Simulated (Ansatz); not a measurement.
**How far is PAW off for Cr?**

```
Cr
1.0
    -1.47079    1.47079    1.44195
     1.47079   -1.47079    1.44195
     1.47079    1.47079   -1.44195
Cr
1
Direct
  0.00000 0.00000 0.00000
```

The geometry is COD entry 5000220, unchecked; take it as a test cell. The listed cell was then made from it by scaling, straining or moving an atom.

Levels of theory: DFT, PBE, PAW with Ansatz's default frozen-core files, scalar-relativistic (Ansatz 0.2.0); DFT, PBE, all-electron LAPW, scalar-relativistic (Ansatz 0.2.0).

For PAW: a Γ-centred 18×18×18 k mesh, Fermi–Dirac smearing of 0.08 eV, cutoff 420 eV, spin-polarised from start moments Cr 3 μB (the moments died away, and the run ended non-magnetic). LAPW targets a basis error of 1 meV/atom. The Ansatz runs share mesh, smearing and spin set-up. Plane-wave (PAW) pressures include the program's estimate of the Pulay term.

Stress and pressure are positive in compression.

The change that made this cell: equal xx and yy strain of +2 %.

PAW results:

| quantity | PAW |
| --- | --- |
| pressure (GPa) | -16.70 |
| stress xx (GPa) | -18.59 |
| stress zz (GPa) | -12.90 |

Task: What does LAPW (all electrons) give for the same quantities?

Result: 
| quantity | LAPW |
| --- | --- |
| pressure (GPa) | -16.80 |
| stress xx (GPa) | -18.70 |
| stress zz (GPa) | -13.00 |
